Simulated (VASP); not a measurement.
A run of VASP 6.6.1 is set up as follows.

POSCAR

```
CaO
1.0
    0.0000000000      2.4189296724      2.4189296724
    2.4189296724      0.0000000000      2.4189296724
    2.4189296724      2.4189296724      0.0000000000
  Ca              O
     1     1
Direct
     0.0000000000000000    0.0000000000000000    0.0000000000000000
     0.5000000000000000    0.5000000000000000    0.5000000000000000
```

File INCAR.step1:

```
ALGO = Fast
EDIFF = 1E-8
EDIFFG = -0.002
ENCUT = 600
GGA = PE
IBRION = 2
ISIF = 3
ISMEAR = 0
LASPH = True
LCHARG = False
LREAL = False
LWAVE = False
NELM = 80
NSW = 40
PREC = Accurate
SIGMA = 0.03
```

Contents of INCAR.step2:

```
ALGO = Fast
EDIFF = 1E-8
ENCUT = 600
GGA = PE
IBRION = 6
ISIF = 3
ISMEAR = 0
LASPH = True
LCHARG = False
LREAL = False
LWAVE = False
NELM = 80
NFREE = 2
NSW = 1
POTIM = 0.015
PREC = Accurate
SIGMA = 0.03
```

KPOINTS

```
k-points
0
Gamma
  10 10 10
```

Potentials or basis: VASP PAW PBE potentials, release 64 (Ca_sv, O).

Run with:

```bash
$ cat potpaw_PBE.64/Ca_sv/POTCAR potpaw_PBE.64/O/POTCAR > POTCAR
$ cp INCAR.step1 INCAR
$ mpirun -np 1 vasp_std > vasp.out
$ cp CONTCAR POSCAR
$ cp INCAR.step2 INCAR
$ mpirun -np 1 vasp_std > vasp.out
```

(1) Predict the elastic constants C11, C12, C44.

(2) Predict the Voigt bulk modulus.

(3) What does it give for the highest phonon frequency at Γ, LO-TO splitting left out?

Results:

(1) 203, 56, 75 GPa.

(2) 105 GPa.

(3) 260 cm⁻¹.
